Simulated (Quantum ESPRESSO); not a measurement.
# SiC (Moissanite 3C) (F-43m) in Quantum ESPRESSO: reference runs

How does SiC (Moissanite 3C) come out in PBEsol? The cell is run as given.

Everything below comes from runs of Quantum ESPRESSO 7.5. Logs are shortened: lines on timing, memory, paths and dates and some standing lists are left out, and cuts for length are marked.

**Measured values to compare with.**

From “Insight into the structural, elastic and electronic properties of a new orthorhombic 6O-SiC polytype”, 2020, pmc:7200658, for a bulk crystal of SiC: band gap 2.4 eV (indirect).

The results are compared with them further down.

## (1) Starting point

The structure is cubic, space group F-43m (No. 216). The conventional cell has a = 4.358 Å, b = 4.358 Å, c = 4.358 Å, α = 90.00°, β = 90.00°, γ = 90.00°. Si (site symmetry -43m) is surrounded by 4 C at 1.89 Å. Around C (site symmetry -43m) lie 4 Si at 1.89 Å.

## (2) Single point, PBEsol

Contents of pw.in:

```
&CONTROL
  calculation = 'scf'
  prefix = 'pwscf'
  outdir = './tmp'
  pseudo_dir = './pseudo'
  tprnfor = .true.
  tstress = .true.
  disk_io = 'low'
/
&SYSTEM
  ibrav = 0
  nat = 2
  ntyp = 2
  ecutwfc = 45
  ecutrho = 360
  nbnd = 9
  occupations = 'smearing'
  smearing = 'fd'
  degauss = 0.00367493
/
&ELECTRONS
  conv_thr = 4d-10
  electron_maxstep = 120
  mixing_beta = 0.5
/
ATOMIC_SPECIES
Si    28.0850 si_pbesol_v1.uspp.F.UPF
C     12.0110 c_pbesol_v1.2.uspp.F.UPF
CELL_PARAMETERS angstrom
   0.0000000000    2.1790000000    2.1790000000
   2.1790000000    0.0000000000    2.1790000000
   2.1790000000    2.1790000000    0.0000000000
ATOMIC_POSITIONS crystal
Si     0.0000000000    0.0000000000    0.0000000000
C      0.7500000000    0.7500000000    0.7500000000
K_POINTS automatic
10 10 10 0 0 0
```

Contents of pp_density.in:

```
&INPUTPP
  prefix = 'pwscf'
  outdir = './tmp'
  filplot = 'density.dat'
  plot_num = 0
/
&PLOT
  nfile = 1
  filepp(1) = 'density.dat'
  iflag = 3
  output_format = 6
  fileout = 'density.cube'
/
```

Contents of pp_potential.in:

```
&INPUTPP
  prefix = 'pwscf'
  outdir = './tmp'
  filplot = 'potential.dat'
  plot_num = 11
/
&PLOT
  nfile = 1
  filepp(1) = 'potential.dat'
  iflag = 3
  output_format = 6
  fileout = 'potential.cube'
/
```

Potentials or basis: GBRV 1.5 PBEsol.

Launch:

```sh
$ OMP_NUM_THREADS=1 mpirun -n 2 pw.x -nk 2 -in pw.in > pw.out
$ OMP_NUM_THREADS=1 mpirun -n 1 pp.x -in pp_density.in > pp_density.out
$ OMP_NUM_THREADS=1 mpirun -n 1 pp.x -in pp_potential.in > pp_potential.out
```

pw.out:

```text
This program is part of the open-source Quantum ESPRESSO suite
     for quantum simulation of materials; please cite
         "P. Giannozzi et al., J. Phys.:Condens. Matter 21 395502 (2009);
         "P. Giannozzi et al., J. Phys.:Condens. Matter 29 465901 (2017);
         "P. Giannozzi et al., J. Chem. Phys. 152 154105 (2020);
     in publications or presentations arising from this work. More details at

     Message from routine setup:
     using ibrav=0 with symmetry is DISCOURAGED, use correct ibrav instead

     K-points division:     npool     =       2
     Subspace diagonalization in iterative solution of the eigenvalue problem:
     a serial algorithm will be used

     G-vector sticks info
     --------------------
     sticks:   dense  smooth     PW     G-vecs:    dense   smooth      PW
     Sum         847     421    139                16145     5769    1067

     Using Slab Decomposition

     bravais-lattice index     =            0
     lattice parameter (alat)  =       5.8233  a.u.
     unit-cell volume          =     139.6363 (a.u.)^3
     number of atoms/cell      =            2
     number of atomic types    =            2
     number of electrons       =         8.00
     number of Kohn-Sham states=            9
     kinetic-energy cutoff     =      45.0000  Ry
     charge density cutoff     =     360.0000  Ry
     scf convergence threshold =      4.0E-10
     mixing beta               =       0.5000
     number of iterations used =            8  plain     mixing
     Exchange-correlation= SLA  PW   PSX  PSC
                           (   1   4  10   8   0   0   0)

     celldm(1)=   5.823326  celldm(2)=   0.000000  celldm(3)=   0.000000
     celldm(4)=   0.000000  celldm(5)=   0.000000  celldm(6)=   0.000000

     crystal axes: (cart. coord. in units of alat)
               a(1) = (   0.000000   0.707107   0.707107 )
               a(2) = (   0.707107   0.000000   0.707107 )
               a(3) = (   0.707107   0.707107   0.000000 )

     reciprocal axes: (cart. coord. in units 2 pi/alat)
               b(1) = ( -0.707107  0.707107  0.707107 )
               b(2) = (  0.707107 -0.707107  0.707107 )
               b(3) = (  0.707107  0.707107 -0.707107 )

     PseudoPot. # 1 for Si read from file:
     si_pbesol_v1.uspp.F.UPF
     Pseudo is Ultrasoft + core correction, Zval =  4.0
     Generated by new atomic code, or converted to UPF format
     Using radial grid of  899 points,  6 beta functions with:
                l(1) =   0
                l(2) =   0
                l(3) =   1
                l(4) =   1
                l(5) =   2
                l(6) =   2
     Q(r) pseudized with  8 coefficients,  rinner =    0.900   0.900   0.900
                                                       0.900   0.900

     PseudoPot. # 2 for C  read from file:
     c_pbesol_v1.2.uspp.F.UPF
     Pseudo is Ultrasoft + core correction, Zval =  4.0
     Generated by new atomic code, or converted to UPF format
     Using radial grid of  721 points,  4 beta functions with:
                l(1) =   0
                l(2) =   0
                l(3) =   1
                l(4) =   1
     Q(r) pseudized with  8 coefficients,  rinner =    1.100   1.100   1.100

     atomic species   valence    mass     pseudopotential
     Si                4.00    28.08500     Si( 1.00)
     C                 4.00    12.01100     C ( 1.00)

     24 Sym. Ops. (no inversion) found

   Cartesian axes

     site n.     atom                  positions (alat units)
         1        Si     tau(   1) = (   0.0000000   0.0000000   0.0000000  )
         2        C      tau(   2) = (   1.0606602   1.0606602   1.0606602  )

     number of k points=    47  Fermi-Dirac smearing, width (Ry)=  0.0037
                       cart. coord. in units 2pi/alat
        k(    1) = (   0.0000000   0.0000000   0.0000000), wk =   0.0020000
        k(    2) = (   0.0707107   0.0707107  -0.0707107), wk =   0.0160000
        k(    3) = (   0.1414214   0.1414214  -0.1414214), wk =   0.0160000
        k(    4) = (   0.2121320   0.2121320  -0.2121320), wk =   0.0160000
        k(    5) = (   0.2828427   0.2828427  -0.2828427), wk =   0.0160000
        k(    6) = (  -0.3535534  -0.3535534   0.3535534), wk =   0.0080000
[... 39 lines left out ...]
        k(   46) = (  -0.0707107  -0.3535534   0.6363961), wk =   0.0480000
        k(   47) = (  -0.7071068   0.2828427   0.0000000), wk =   0.0240000

     Dense  grid:    16145 G-vectors     FFT dimensions: (  36,  36,  36)

     Smooth grid:     5769 G-vectors     FFT dimensions: (  25,  25,  25)

     Initial potential from superposition of free atoms

     starting charge       7.9993, renormalised to       8.0000
     Starting wfcs are    8 randomized atomic wfcs +    1 random wfcs

     Self-consistent Calculation

     iteration #  1     ecut=    45.00 Ry     beta= 0.50
     Davidson diagonalization with overlap
     ethr =  1.00E-02,  avg # of iterations =  5.1

     total energy              =     -20.97045069 Ry
     estimated scf accuracy    <       0.42626625 Ry

     iteration #  2     ecut=    45.00 Ry     beta= 0.50
     Davidson diagonalization with overlap
     ethr =  5.33E-03,  avg # of iterations =  1.6

     total energy              =     -21.07087461 Ry
     estimated scf accuracy    <       0.02278472 Ry

     iteration #  3     ecut=    45.00 Ry     beta= 0.50
     Davidson diagonalization with overlap
     ethr =  2.85E-04,  avg # of iterations =  2.0

     total energy              =     -21.07365262 Ry
     estimated scf accuracy    <       0.00267435 Ry

     iteration #  4     ecut=    45.00 Ry     beta= 0.50
     Davidson diagonalization with overlap
     ethr =  3.34E-05,  avg # of iterations =  2.4

     total energy              =     -21.07382127 Ry
     estimated scf accuracy    <       0.00012296 Ry

     iteration #  5     ecut=    45.00 Ry     beta= 0.50
     Davidson diagonalization with overlap
     ethr =  1.54E-06,  avg # of iterations =  4.3

     total energy              =     -21.07388982 Ry
     estimated scf accuracy    <       0.00001047 Ry

     iteration #  6     ecut=    45.00 Ry     beta= 0.50
     Davidson diagonalization with overlap
     ethr =  1.31E-07,  avg # of iterations =  2.1

     total energy              =     -21.07389287 Ry
     estimated scf accuracy    <       0.00000004 Ry

     iteration #  7     ecut=    45.00 Ry     beta= 0.50
     Davidson diagonalization with overlap
     ethr =  5.11E-10,  avg # of iterations =  3.3

     total energy              =     -21.07389292 Ry
     estimated scf accuracy    <       0.00000005 Ry

     iteration #  8     ecut=    45.00 Ry     beta= 0.50
     Davidson diagonalization with overlap
     ethr =  5.11E-10,  avg # of iterations =  1.2

     total energy              =     -21.07389292 Ry
     estimated scf accuracy    <          1.9E-09 Ry

     iteration #  9     ecut=    45.00 Ry     beta= 0.50
     Davidson diagonalization with overlap
     ethr =  2.36E-11,  avg # of iterations =  2.0

     End of self-consistent calculation

          k = 0.0000 0.0000 0.0000 (   725 PWs)   bands (ev):

    -6.0190   9.4017   9.4017   9.4017  15.5905  16.6387  16.6387  16.6387
    23.8443

          k = 0.0707 0.0707-0.0707 (   712 PWs)   bands (ev):

    -5.8229   8.3869   9.2665   9.2665  15.8403  16.8830  16.8830  16.9198
    22.8763

          k = 0.1414 0.1414-0.1414 (   718 PWs)   bands (ev):

    -5.2430   6.2567   8.9570   8.9570  15.5401  17.2412  17.2412  18.1157
    22.2051

          k = 0.2121 0.2121-0.2121 (   712 PWs)   bands (ev):

    -4.3137   3.9324   8.6392   8.6392  15.1316  17.0961  17.0961  19.0606
    23.0267

          k = 0.2828 0.2828-0.2828 (   721 PWs)   bands (ev):

    -3.1590   1.8627   8.4195   8.4195  14.8639  16.7129  16.7129  19.3212
    24.9357

          k =-0.3536-0.3536 0.3536 (   718 PWs)   bands (ev):

    -2.4150   0.8031   8.3426   8.3426  14.7743  16.5432  16.5432  19.3177
    25.4054

          k = 0.1414-0.0000 0.0000 (   713 PWs)   bands (ev):

    -5.7575   8.6474   8.9227   8.9227  15.7990  16.3933  17.3479  17.3479
    21.4335

          k = 0.2121 0.0707-0.0707 (   701 PWs)   bands (ev):

    -5.3052   6.9838   8.4890   8.7739  15.4506  16.7589  17.9470  17.9722
    20.7170

          k = 0.2828 0.1414-0.1414 (   713 PWs)   bands (ev):

    -4.4897   4.7690   8.1480   8.4008  15.1657  16.9536  18.0661  18.2900
    21.5982

          k = 0.3536 0.2121-0.2121 (   712 PWs)   bands (ev):

    -3.3902   2.6221   7.9523   7.9931  14.9254  16.5502  17.6230  19.3710
    22.7643

          k =-0.2828-0.4243 0.4243 (   713 PWs)   bands (ev):

    -2.3737   1.1012   7.5888   8.0492  14.9110  16.2835  17.1788  20.0202
    24.1966

          k =-0.2121-0.3536 0.3536 (   713 PWs)   bands (ev):

    -2.6458   1.4772   7.4001   8.2952  15.1521  16.3261  17.0044  20.0106
    24.4148

          k =-0.1414-0.2828 0.2828 (   714 PWs)   bands (ev):

    -3.7793   3.3082   7.4383   8.6708  15.5307  16.7273  17.1119  19.3728
    22.2359

          k =-0.0707-0.2121 0.2121 (   710 PWs)   bands (ev):

    -4.8000   5.5033   7.7361   9.0682  15.9562  17.0970  17.2035  18.4132
    21.0501

          k = 0.0000-0.1414 0.1414 (   703 PWs)   bands (ev):

    -5.4986   7.4435   8.3913   9.3211  16.2344  16.6002  16.9470  17.9220
    21.4293

          k = 0.2828-0.0000 0.0000 (   701 PWs)   bands (ev):

    -4.9834   7.0147   7.9405   7.9405  14.2737  16.3965  18.9767  18.9767
    20.1605

          k = 0.3536 0.0707-0.0707 (   710 PWs)   bands (ev):

    -4.2939   5.4694   7.4852   7.5221  13.7701  16.1185  19.0272  19.5531
    21.4969

          k = 0.4243 0.1414-0.1414 (   715 PWs)   bands (ev):

    -3.2925   3.5418   6.7773   7.3343  13.6154  16.8821  18.8709  19.3349
    22.7628

          k =-0.2121-0.4950 0.4950 (   708 PWs)   bands (ev):

    -2.1989   1.8732   6.0952   7.4079  13.6837  17.5521  18.8013  19.6469
    23.1455

          k =-0.1414-0.4243 0.4243 (   705 PWs)   bands (ev):

    -1.9562   1.5582   5.6465   7.7262  14.1115  17.5846  18.3593  20.5179
    23.5293

          k =-0.0707-0.3536 0.3536 (   707 PWs)   bands (ev):

    -2.9332   2.9586   5.5567   8.2216  14.8968  17.5745  18.0782  19.6128
    22.0428

          k = 0.0000-0.2828 0.2828 (   728 PWs)   bands (ev):

    -4.0022   4.5869   6.1472   8.7498  15.8801  17.3325  17.7057  18.4778
    20.8332

          k = 0.4243 0.0000-0.0000 (   709 PWs)   bands (ev):

    -3.7358   5.0447   7.0168   7.0168  12.4637  14.8982  20.8638  20.8638
    21.7260

          k = 0.4950 0.0707-0.0707 (   708 PWs)   bands (ev):

    -2.8601   3.8150   6.2158   6.7529  12.1657  14.9129  20.9476  21.2566
    23.0700

          k =-0.1414-0.5657 0.5657 (   707 PWs)   bands (ev):

    -1.8239   2.5702   5.0053   6.7734  12.4095  16.2399  20.7408  20.8651
    23.4168

          k =-0.0707-0.4950 0.4950 (   708 PWs)   bands (ev):

    -1.2666   2.0176   4.1175   7.0737  12.9181  18.0164  20.2102  20.7517
    22.5447

          k =-0.0000-0.4243 0.4243 (   704 PWs)   bands (ev):

    -1.9177   2.6364   4.0884   7.6007  13.7636  18.6960  19.3208  20.1497
    22.8153

          k = 0.5657-0.0000 0.0000 (   716 PWs)   bands (ev):

    -2.1352   2.9410   6.4020   6.4020  11.1167  13.9182  22.5586  22.5586
    23.3811

          k =-0.0707-0.6364 0.6364 (   714 PWs)   bands (ev):

    -1.2888   2.0744   5.5314   6.3405  11.2938  14.3127  22.6460  22.6533
    23.7397

          k = 0.0000-0.5657 0.5657 (   714 PWs)   bands (ev):

    -0.8806   1.9443   4.2131   6.5764  12.0007  16.0053  21.8094  22.2697
    22.7701

          k =-0.7071 0.0000 0.0000 (   724 PWs)   bands (ev):

    -0.9508   1.5660   6.1890   6.1890  10.6465  13.6006  23.3415  23.3415
    24.0735

          k = 0.2828 0.1414 0.0000 (   713 PWs)   bands (ev):

    -4.7338   5.9544   7.3261   8.6208  15.1345  16.9770  17.8825  18.5382
    20.9121

          k = 0.3536 0.2121-0.0707 (   714 PWs)   bands (ev):

    -3.8215   4.1519   6.6367   8.2115  14.9995  17.0279  17.9854  18.8682
    21.8096

          k =-0.2828-0.4243 0.5657 (   709 PWs)   bands (ev):

    -2.6975   2.2622   6.4092   7.7565  14.8177  16.5129  18.5937  19.5823
    22.9074

          k =-0.2121-0.3536 0.4950 (   714 PWs)   bands (ev):

    -1.9873   1.2725   6.3691   7.5569  14.7515  16.2954  18.5452  20.4290
    23.4125

          k = 0.4243 0.1414-0.0000 (   716 PWs)   bands (ev):

    -3.5079   4.4839   6.3438   7.2517  13.4256  15.8859  19.0320  20.6458
    22.2908

          k =-0.2121-0.4950 0.6364 (   711 PWs)   bands (ev):

    -2.4679   3.0810   5.5427   6.7643  13.6001  16.7752  18.6237  20.9511
    22.9961

          k =-0.1414-0.4243 0.5657 (   710 PWs)   bands (ev):

    -1.5571   1.9184   4.9735   6.6848  13.8913  17.4405  19.2472  20.7543
    22.5301

          k =-0.0707-0.3536 0.4950 (   710 PWs)   bands (ev):

    -1.8156   2.2582   4.6923   7.0428  14.3691  17.3048  19.5497  20.3152
    22.4584

          k = 0.0000-0.2828 0.4243 (   705 PWs)   bands (ev):

    -2.8566   3.4563   5.1067   7.6509  14.8955  17.2016  18.1612  19.9452
    22.1778

          k =-0.1414-0.5657 0.7071 (   711 PWs)   bands (ev):

    -1.9604   2.8946   5.7081   6.0494  12.2322  15.0245  20.7171  22.5421
    23.3344

          k =-0.0707-0.4950 0.6364 (   712 PWs)   bands (ev):

    -1.1060   2.2243   4.5009   5.9546  12.8754  16.3497  20.1787  22.2371
    22.9592

          k = 0.0000-0.4243 0.5657 (   715 PWs)   bands (ev):

    -1.0552   2.2945   3.7583   6.3589  13.5731  17.9653  19.8214  20.7187
    22.4670

          k =-0.7071 0.1414 0.0000 (   716 PWs)   bands (ev):

    -0.8731   1.7714   5.5461   5.5622  11.8321  14.7396  21.9154  23.1530
    23.4107

          k =-0.1414-0.4243 0.7071 (   708 PWs)   bands (ev):

    -1.5117   2.6385   4.5068   5.8931  14.2290  17.5681  18.1244  21.6266
    22.7219

          k =-0.0707-0.3536 0.6364 (   712 PWs)   bands (ev):

    -0.9758   2.2801   4.1806   5.5021  14.4623  17.8032  19.1983  20.0407
    22.9546

          k =-0.7071 0.2828 0.0000 (   712 PWs)   bands (ev):

    -0.7355   2.2414   4.5482   4.7690  13.9986  17.3628  19.3576  20.5082
    23.5240

     the Fermi energy is    10.0435 ev

!    total energy              =     -21.07389292 Ry
     estimated scf accuracy    <          2.2E-12 Ry
     smearing contrib. (-TS)   =      -0.00000000 Ry
     internal energy E=F+TS    =     -21.07389292 Ry

     The total energy is F=E-TS. E is the sum of the following terms:
     one-electron contribution =       5.61049811 Ry
     hartree contribution      =       2.29492776 Ry
     xc contribution           =      -8.04809703 Ry
     ewald contribution        =     -20.93122177 Ry

     convergence has been achieved in   9 iterations

     Forces acting on atoms (cartesian axes, Ry/au):

     atom    1 type  1   force =    -0.00000000   -0.00000000   -0.00000000
     atom    2 type  2   force =     0.00000000    0.00000000    0.00000000

     Total force =     0.000000     Total SCF correction =     0.000000

     Computing stress (Cartesian axis) and pressure

          total   stress  (Ry/bohr**3)                   (kbar)     P=       -2.43
  -0.00001653   0.00000000  -0.00000000           -2.43        0.00       -0.00
  -0.00000000  -0.00001653  -0.00000000           -0.00       -2.43       -0.00
  -0.00000000  -0.00000000  -0.00001653           -0.00       -0.00       -2.43

=------------------------------------------------------------------------------=
   JOB DONE.
=------------------------------------------------------------------------------=
```

Run time: 6 s. Hardware: 2 MPI ranks of Arm Neoverse V1, shared host; peak memory 0.14 GiB.

What came out:

```yaml
Free_energy: -286.7249 eV
Pressure: -0.2 GPa
Band_gap_on_the_k_mesh: 1.24 eV, indirect (least direct gap 4.46 eV)
```

## (3) Comparison with measurements

Step 2. A measured gap of SiC is 2.4 eV (indirect; quoted in “Insight into the structural, elastic and electronic properties of a new orthorhombic 6O-SiC polytype”, 2020, pmc:7200658); the calculated 1.24 eV misses it by -1.16 eV. The value is that of PBEsol on a finite k mesh, which can miss the band edges, without temperature or zero-point motion. Semilocal functionals fall short of measured gaps as a rule.
